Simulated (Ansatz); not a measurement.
# Li: the cost of one run

Method: DFT PBE, scalar-relativistic, in Ansatz 0.2.0.

## Step 1: The system as given

It takes space group Im-3m (No. 229, cubic). The conventional cell has a = 3.500 Å, b = 3.500 Å, c = 3.500 Å, α = 90.00°, β = 90.00°, γ = 90.00°. Around Li (site symmetry m-3m) lie 8 Li at 3.03 Å.

As a file:

```
CELL_PARAMETERS angstrom
-1.75000 1.75000 1.75000
1.75000 -1.75000 1.75000
1.75000 1.75000 -1.75000
ATOMIC_POSITIONS crystal
Li 0.00000 0.00000 0.00000
```

## Step 2: The deformed structure

Space group Im-3m before, R-3m after.

## Step 3: All-electron LAPW

Input file input.yaml:

```yaml
crystal:
  lattice:
    - [-1.7325, 1.75, 1.75]
    - [1.75, -1.7325, 1.75]
    - [1.75, 1.75, -1.7325]
  atoms:
    - { symbol: Li, position: [0.0, 0.0, 0.0] }
kpoints:
  mp_grid: { grid: [15, 15, 15] }
  band_path:
    path:
      - [0.0, 0.0, 0.0]
      - [0.0, 0.0, 0.5]
      - [-0.5, 0.5, 0.5]
      - [-0.7474684983, 0.2525315017, 0.2525315017]
      - [0.2525315017, 0.2525315017, 0.2525315017]
      - [0.0, 0.0, 0.0]
      - [-0.5, 0.0, 0.5]
    npoints: 5
scf:
  occupations: { method: fermi_dirac, width: 0.08 }
hamiltonian:
  xc: pbe
  pseudopotentials: { kind: all_electron, lapw: { basis_error: 0.00025 } }
output:
  forces: true
  stress: true
  eigenvalues: true
```

Started as:

```bash
ansatz run input.yaml --threads 1 --pin off --max-ram 3072MiB --backend cpu --events-out ev --progress --plain --runs-dir out
```

Q: Estimate wall time and peak memory on 1 thread of Intel Xeon Platinum 8488C (Sapphire Rapids), shared host.

About 5.5 s, with a peak of 0.28 GiB.
